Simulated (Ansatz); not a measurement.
# Al (Im-3m) in Ansatz: a series of runs

The runs below take Al through single point, equation of state, with PBE.

Everything below comes from runs of Ansatz 0.2.0. Logs are shortened: lines on timing, memory, paths and dates and some standing lists are left out, and cuts for length are marked.

### 1 The crystal as given

The structure is cubic, space group Im-3m (No. 229). The conventional cell has a = 3.182 Å, b = 3.182 Å, c = 3.182 Å, α = 90.00°, β = 90.00°, γ = 90.00°. Al (site symmetry m-3m) is surrounded by 8 Al at 2.76 Å.

This isn't the form of Al at room conditions, which is fcc.

### 2 Single point, PBE, collinear spin, ferromagnetic start, 15.15 Å³/atom (volume scaled by 0.94)

File input.yaml:

```yaml
crystal:
  lattice:
    - [-1.5587357247, 1.5587357247, 1.5587357247]
    - [1.5587357247, -1.5587357247, 1.5587357247]
    - [1.5587357247, 1.5587357247, -1.5587357247]
  atoms:
    - { symbol: Al, position: [0.0, 0.0, 0.0], spin: 1.0 }
kpoints:
  mp_grid: { grid: [12, 12, 12] }
scf:
  occupations: { method: fermi_dirac, width: 0.1 }
hamiltonian:
  xc: pbe
  pseudopotentials:
    kind: all_electron
    lapw: { basis_error: 0.002 }
    nuclear_model: point
magnetization:
  spin_polarized: true
  initial_magnetization: 1.0
  spin_locking: { lock_magnetization: hard }
output:
  forces: true
  stress: true
  eigenvalues: true
```

Potentials or basis: all-electron LAPW, point nuclei.

Started as:

```bash
ansatz run input.yaml --threads 1 --pin off --max-ram 2560MiB --backend cpu --events-out ev --progress --plain --runs-dir out
```

Log:

```text
Warning: RAYON_NUM_THREADS=1 ignored (pool sized by the plan → 1); use --threads N
LAPW: plane waves up to 6.068 Å⁻¹, error target 2.0e-3 eV per atom; small_component_spin mean_spin; Al in spheres of 1.350 Å, 11 of its electrons in bands, Dirac shells [] (how accurate: hamiltonian.pseudopotentials.lapw.basis_error, Limitations)
Engine: ansatz 0.2.0, aarch64-unknown-linux-gnu
Pseudopotentials: kind: all_electron
Pseudopotential: Al, LAPW, valence charge 11, lapw/all_electron/scalar/Al, Koelling and Harmon's equation, point nucleus
Functional definition: PBE
  parameter kappa = 0.804
  parameter beta = 0.06672455060314922
  exchange = pbe_x(kappa = kappa, mu = beta*pi^2/3)
  correlation = pbe_c(beta = beta)
Crystal: 1 atoms, lattice volume = 15.149 Å³
Basis set: ecut = 140.28229019005065 eV, 55 PW (Γ), exchange–correlation at level 2
Bands: 10, of which v1, the nominal top of the filled ones, is band 6 counted from 1 (5 counted from 0)
Symmetry: 48 space group operations
Space group: Im-3m (ITA 229), of the structure as read, at distance tolerance 2.5e-5 Å
Magnetic group: BNS 229.140 (UNI 1642), of the structure as read, at distance tolerance 2.5e-5 Å
k-points: 72 of 1728
Non-local potential: Al, projectors of the file, none
Initial density: superposition of atomic densities (chi_scale 0.1, normalization cell)
Starting moments: Σ|m| = 1 μB on 1 of 1 site
Initial wavefunctions: plane waves of lowest kinetic energy (no species holds an atomic orbital)
Functional: x = pbe(κ = 0.804, μ = 0.2195149727645171), c = pbe(β = 0.06672455060314922)
iter 1 solved again at ethr=1.07e-4 eV; its pass at ethr=1.00e-1 eV (dr2=1.18e-2 eV) is discarded
SCF iter   1: F=—  HF=-6606.438810 eV  |F-HF|=—  |Δ(HF+E_count)|=         —  Δρ=6.95e-3 (↑5.04e-3 ↓6.95e-3)  dr2=1.19e-2  dr2_m=5.93e-4  M=1.000 μB ∫|m|=1.000 μB  β_m=0.30  ethr=1.07e-4  ⟨swp⟩=3.3  Hψ=11128  notcnv=0
preconditioner: auto → none  [metal: Δε(μ)=0.033 eV  Ē_g=13.636 eV  σ=0.100 eV  W_gap=0.08  n_scr=0 (ndim 8)  ℏωp=16.5 eV  f_vac=0.000  D(μ)=0.35/eV (n_scr^D=0)]
SCF iter   2: F=—  HF=-6606.430703 eV  |F-HF|=—  |Δ(HF+E_count)|=   8.11e-3  Δρ=4.96e-3 (↑3.30e-3 ↓4.96e-3)  dr2=5.26e-3  dr2_m=4.19e-4  M=1.000 μB ∫|m|=1.000 μB  β_m=0.60  ethr=1.07e-4  ⟨swp⟩=2.0  Hψ=3903  notcnv=0
iter 3 solved again at ethr=7.82e-8 eV; its pass at ethr=4.78e-5 eV (dr2=8.60e-6 eV) is discarded
SCF iter   3: F=—  HF=-6606.428260 eV  |F-HF|=—  |Δ(HF+E_count)|=   2.44e-3  Δρ=6.61e-4 (↑6.61e-4 ↓5.50e-4)  dr2=8.58e-6  dr2_m=4.67e-5  M=1.000 μB ∫|m|=1.000 μB  β_m=0.67  ethr=7.82e-8  ⟨swp⟩=2.1  Hψ=7523  notcnv=0
SCF iter   4: F=—  HF=-6606.428628 eV  |F-HF|=—  |Δ(HF+E_count)|=         —  Δρ=2.68e-4 (↑2.68e-4 ↓1.80e-4)  dr2=1.01e-6  dr2_m=6.89e-6  M=1.000 μB ∫|m|=1.000 μB  β_m=0.83  ethr=7.80e-8  ⟨swp⟩=3.1  Hψ=4173  notcnv=0
the basis was enlarged: its passes take 1.8 MiB over the memory plan, 2 of 2 planned eigensolver slots
SCF iter   5: F=—  HF=-6606.428684 eV  |F-HF|=—  |Δ(HF+E_count)|=   5.57e-5  Δρ=1.16e-5 (↑5.44e-6 ↓1.16e-5)  dr2=6.11e-9  dr2_m=8.43e-9  M=1.000 μB ∫|m|=1.000 μB  β_m=0.92  ethr=9.16e-9  ⟨swp⟩=3.6  Hψ=4286  notcnv=0
SCF iter   6: F=-6606.428684 eV  HF=-6606.428684 eV  |F-HF|=3.49e-10  |Δ(HF+E_count)|=   1.04e-7  Δρ=8.91e-7 (↑6.54e-7 ↓8.91e-7)  dr2=5.68e-12  dr2_m=8.28e-11  M=1.000 μB ∫|m|=1.000 μB  ethr=5.56e-11  ⟨swp⟩=3.2  Hψ=4194  notcnv=0
SCF 1 converged in 6 iterations: F = -6606.428684 eV  dr2 = 5.68e-12
SCF converged after 6 iterations
Magnetization: 1.0000 μB (6.0000 up, 5.0000 down)
Absolute magnetization: 1.0000 μB (∫|ρ↑−ρ↓|)
Spin contamination: 0.0000 ħ² per cell (⟨S²⟩ above its minimum at these occupations)
Per-site moments (μB) at R_I (Å): [(0.7072395693782392, 1.3499047152613957)]
Free energy (F): -6606.428684 eV
Harris-Foulkes:  -6606.428684 eV  (|F-HF|=3.49e-10)
Internal energy: -6606.417229 eV  (E = F + TS)
E sigma→0 (E₀):  -6606.422956 eV
Entropy (-TS):   -0.011455 eV (-11.455 meV/atom)
Fermi energy:    10.767200 (↑ 12.710278, ↓ 8.824122) eV
--- Per-component energies (eV) ---
  E_band       = -488.069616
  E_kinetic    = 6625.024936
  E_xc         = -508.199704
  E_electrostatic = -12723.242461  (all electrons and nuclei)
  E_smearing   = -0.011455  (= −TS)
  E_closure    = 0.000000  (closes the sum)
  E_atoms      = -6603.786697  (free atoms, spherical and without spin; not in F)
  Σ components = -6606.428684   (vs F -6606.428684, Δ=0.00e0)
  Basis errors (estimates in eV, not in F): energy 7.1e-4 per atom: plane waves 6.5e-4 (3.3e-4 summed), levels above the bands 3.0e-55, relativity 2.2e-8, radial functions 6.0e-5, core shells 2.3e-16; eigenvalues (radial functions only) 1.4e-4; not estimated: angular momenta, meshes, grids; target (lapw.basis_error) 2.0e-3; muffin-tin radii Al 1.350 Å
--- Forces (eV/Å), atoms counted from 1 ---
  atom   1  Al     0.00000000    -0.00000000     0.00000000
  max |Σ_I F_I| component: 1.75e-32 eV/Å
--- Stress (GPa, compression-positive) ---
       17.853507       0.000000       0.000000
        0.000000      17.853507      -0.000000
        0.000000      -0.000000      17.853507
  P = ⅓ Tr σ = 17.8535 GPa (178.535 kbar)
--- Band table (eV; the first three rows and the last of 144) ---
  k-point 0 ↑: bands = ["-92.4250", "-53.8777", "-53.8777", "-53.8777", "-1.4110", "24.0941", "24.0941", "24.0941", "26.4245", "26.4245"]
  k-point 1 ↑: bands = ["-92.4246", "-53.8801", "-53.8786", "-53.8777", "-1.1993", "21.9830", "23.0932", "23.2865", "25.3302", "26.0941"]
  k-point 2 ↑: bands = ["-92.4237", "-53.8864", "-53.8809", "-53.8776", "-0.5663", "18.3996", "21.7324", "21.8508", "23.8324", "25.0022"]
  k-point 71 ↓: bands = ["-92.3007", "-53.7710", "-53.7710", "-53.7710", "13.6507", "13.6507", "13.6507", "14.4259", "14.4259", "18.0612"]
```

Run time: 6.3 s. Hardware: 1 thread of Arm Neoverse N1, shared host; peak memory 0.23 GiB.

Results:

```yaml
Free_energy: -6606.4287 eV
Pressure: 17.9 GPa
Absolute_moment: 1.00 μB per cell
Site_moments: Al +0.71 μB
```

Caveat: the total moment is fixed, so each spin has its own Fermi level.

### 3 Single point, PBE, collinear spin, ferromagnetic start, 15.47 Å³/atom (volume scaled by 0.96)

Changes to input.yaml since step 2:

```diff
@@ -2,5 +2,5 @@
   lattice:
-    - [-1.5587357247, 1.5587357247, 1.5587357247]
-    - [1.5587357247, -1.5587357247, 1.5587357247]
-    - [1.5587357247, 1.5587357247, -1.5587357247]
+    - [-1.5697130985, 1.5697130985, 1.5697130985]
+    - [1.5697130985, -1.5697130985, 1.5697130985]
+    - [1.5697130985, 1.5697130985, -1.5697130985]
   atoms:
```

Potentials or basis: all-electron LAPW, point nuclei.

Started as:

```bash
ansatz run input.yaml --threads 1 --pin off --max-ram 2560MiB --backend cpu --events-out ev --progress --plain --runs-dir out
```

Wall time 6.1 s (1 thread of Arm Neoverse N1, shared host); peak memory 0.23 GiB.

It converged, with:

```yaml
Free_energy: -6606.4620 eV
Pressure: 15.3 GPa
Absolute_moment: 1.00 μB per cell
Site_moments: Al +0.71 μB
```

Caveat: the total moment is fixed, so each spin has its own Fermi level.

### 4 Single point, PBE, collinear spin, ferromagnetic start, 15.79 Å³/atom (volume scaled by 0.98)

Changes to input.yaml since step 3:

```diff
@@ -2,5 +2,5 @@
   lattice:
-    - [-1.5697130985, 1.5697130985, 1.5697130985]
-    - [1.5697130985, -1.5697130985, 1.5697130985]
-    - [1.5697130985, 1.5697130985, -1.5697130985]
+    - [-1.5805390481, 1.5805390481, 1.5805390481]
+    - [1.5805390481, -1.5805390481, 1.5805390481]
+    - [1.5805390481, 1.5805390481, -1.5805390481]
   atoms:
```

Started as:

```bash
ansatz run input.yaml --threads 1 --pin off --max-ram 2560MiB --backend cpu --events-out ev --progress --plain --runs-dir out
```

It took 5.9 s on 1 thread of Arm Neoverse N1, shared host; peak memory 0.23 GiB.

It converged, with:

| Property | Result |
| --- | --- |
| Free energy | -6606.4904 eV |
| Pressure | 13.0 GPa |
| Absolute moment | 1.00 μB per cell |
| Site moments | Al +0.71 μB |

Caveat: the total moment is fixed, so each spin has its own Fermi level.

### 5 Single point, PBE, collinear spin, ferromagnetic start, 16.12 Å³/atom

Changes to input.yaml since step 4:

```diff
@@ -2,5 +2,5 @@
   lattice:
-    - [-1.5805390481, 1.5805390481, 1.5805390481]
-    - [1.5805390481, -1.5805390481, 1.5805390481]
-    - [1.5805390481, 1.5805390481, -1.5805390481]
+    - [-1.59121869, 1.59121869, 1.59121869]
+    - [1.59121869, -1.59121869, 1.59121869]
+    - [1.59121869, 1.59121869, -1.59121869]
   atoms:
```

Started as:

```bash
ansatz run input.yaml --threads 1 --pin off --max-ram 2560MiB --backend cpu --events-out ev --progress --plain --runs-dir out
```

It took 6 s on 1 thread of Arm Neoverse N1, shared host; peak memory 0.23 GiB.

The run converged. Its results:

```yaml
Free_energy: -6606.5145 eV
Pressure: 10.9 GPa
Absolute_moment: 1.00 μB per cell
Site_moments: Al +0.71 μB
```

Caveat: the total moment is fixed, so each spin has its own Fermi level.

### 6 Single point, PBE, collinear spin, ferromagnetic start, 16.44 Å³/atom (volume scaled by 1.02)

Changes to input.yaml since step 5:

```diff
@@ -2,5 +2,5 @@
   lattice:
-    - [-1.59121869, 1.59121869, 1.59121869]
-    - [1.59121869, -1.59121869, 1.59121869]
-    - [1.59121869, 1.59121869, -1.59121869]
+    - [-1.6017568692, 1.6017568692, 1.6017568692]
+    - [1.6017568692, -1.6017568692, 1.6017568692]
+    - [1.6017568692, 1.6017568692, -1.6017568692]
   atoms:
```

Potentials or basis: all-electron LAPW, point nuclei.

Started as:

```bash
ansatz run input.yaml --threads 1 --pin off --max-ram 2560MiB --backend cpu --events-out ev --progress --plain --runs-dir out
```

Run time: 6.1 s. Hardware: 1 thread of Arm Neoverse N1, shared host; peak memory 0.23 GiB.

Results (log left out):

```yaml
Free_energy: -6606.5344 eV
Pressure: 9.0 GPa
Absolute_moment: 1.00 μB per cell
Site_moments: Al +0.72 μB
```

Caveat: the total moment is fixed, so each spin has its own Fermi level.

### 7 Single point, PBE, collinear spin, ferromagnetic start, 16.76 Å³/atom (volume scaled by 1.04)

Changes to input.yaml since step 6:

```diff
@@ -2,5 +2,5 @@
   lattice:
-    - [-1.6017568692, 1.6017568692, 1.6017568692]
-    - [1.6017568692, -1.6017568692, 1.6017568692]
-    - [1.6017568692, 1.6017568692, -1.6017568692]
+    - [-1.6121581793, 1.6121581793, 1.6121581793]
+    - [1.6121581793, -1.6121581793, 1.6121581793]
+    - [1.6121581793, 1.6121581793, -1.6121581793]
   atoms:
```

Started as:

```bash
ansatz run input.yaml --threads 1 --pin off --max-ram 2560MiB --backend cpu --events-out ev --progress --plain --runs-dir out
```

Wall time 5.9 s (1 thread of Arm Neoverse N1, shared host); peak memory 0.22 GiB.

It converged, with:

| Property | Result |
| --- | --- |
| Free energy | -6606.5508 eV |
| Pressure | 7.3 GPa |
| Absolute moment | 1.00 μB per cell |
| Site moments | Al +0.72 μB |

Caveat: the total moment is fixed, so each spin has its own Fermi level.

### 8 Single point, PBE, collinear spin, ferromagnetic start, 17.08 Å³/atom (volume scaled by 1.06)

Changes to input.yaml since step 7:

```diff
@@ -2,5 +2,5 @@
   lattice:
-    - [-1.6121581793, 1.6121581793, 1.6121581793]
-    - [1.6121581793, -1.6121581793, 1.6121581793]
-    - [1.6121581793, 1.6121581793, -1.6121581793]
+    - [-1.6224269796, 1.6224269796, 1.6224269796]
+    - [1.6224269796, -1.6224269796, 1.6224269796]
+    - [1.6224269796, 1.6224269796, -1.6224269796]
   atoms:
```

Started as:

```bash
ansatz run input.yaml --threads 1 --pin off --max-ram 2560MiB --backend cpu --events-out ev --progress --plain --runs-dir out
```

It took 6 s on 1 thread of Arm Neoverse N1, shared host; peak memory 0.22 GiB.

The run converged. Its results:

```yaml
Free_energy: -6606.5638 eV
Pressure: 5.7 GPa
Absolute_moment: 1.00 μB per cell
Site_moments: Al +0.72 μB
```

Caveat: the total moment is fixed, so each spin has its own Fermi level.

### 9 Equation of state, PBE, collinear spin, ferromagnetic start

Potentials or basis: all-electron LAPW, point nuclei.

No new run: the results of the series are fitted here.

Results:

- Equilibrium volume: 18.57 Å³/atom (rough: see the caveat)
- Bulk modulus: 57 GPa (rough)

Energy against volume, from the lowest point:
```
volume (Å³/atom)  energy (meV/atom)
          15.149             135.11
          15.471             101.81
          15.793              73.37
          16.116              49.33
          16.438              29.35
          16.760              13.02
          17.083               0.00
```

Caveat: the minimum lies outside the volumes run; the total moment is fixed, so each spin has its own Fermi level.

### 10 The reference run

An earlier run on the cell as given: functional PBE; potentials or basis all-electron LAPW, scalar-relativistic; cutoff 147 eV (chosen from the basis error); basis error allowed 0.001 eV/atom; k mesh 12 × 12 × 12; occupations fermi-dirac, width 0.05 eV; no spin polarisation.

* Pressure: 3.8 GPa
* Band gap on the k mesh: none (metal or under the smearing width)
